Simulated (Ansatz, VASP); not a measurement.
**NiO: 3 runs at one level of theory**

The starting cell:

```xyz
2
Lattice="0.0000 2.0859 2.0859 2.0859 0.0000 2.0859 2.0859 2.0859 0.0000" Properties=species:S:1:pos:R:3 pbc="T T T"
Ni    0.0000    0.0000    0.0000
O     2.0859    2.0859    2.0859
```

Alike in all runs: task relaxation of cell and atoms; functional PBE; dispersion D4; k mesh 11 × 11 × 11; occupations fermi-dirac, width 0.05 eV; collinear spin, ferromagnetic start; no spin-orbit coupling. The measured crystal is an antiferromagnetic insulator; the state found here is the runs' own.

```tsv
program and potentials	plane-wave cutoff (eV)	notes	equilibrium volume (Å³/atom)
Ansatz, Ansatz PAW	420	12 valence electrons an atom on average	9.14
VASP, PBE PAW files Ni, O, 600 eV	600	8 valence electrons an atom on average	9.10
Ansatz, all-electron LAPW, scalar-relativistic	-	-	9.17
```

The equilibrium volume spans 9.10 (VASP, PBE PAW files Ni, O, 600 eV) to 9.17 Å³/atom (Ansatz, all-electron LAPW, scalar-relativistic), with all-electron results at 9.17. The state is the one that the start led to, which needn't be the lowest. Relaxations stop with a little pressure left, so the last digit of a volume isn't settled.

Differences between rows come from potentials, basis sets and numerical settings, since the functional is the same but for its coding. Runs on potential files found faulty are left out.
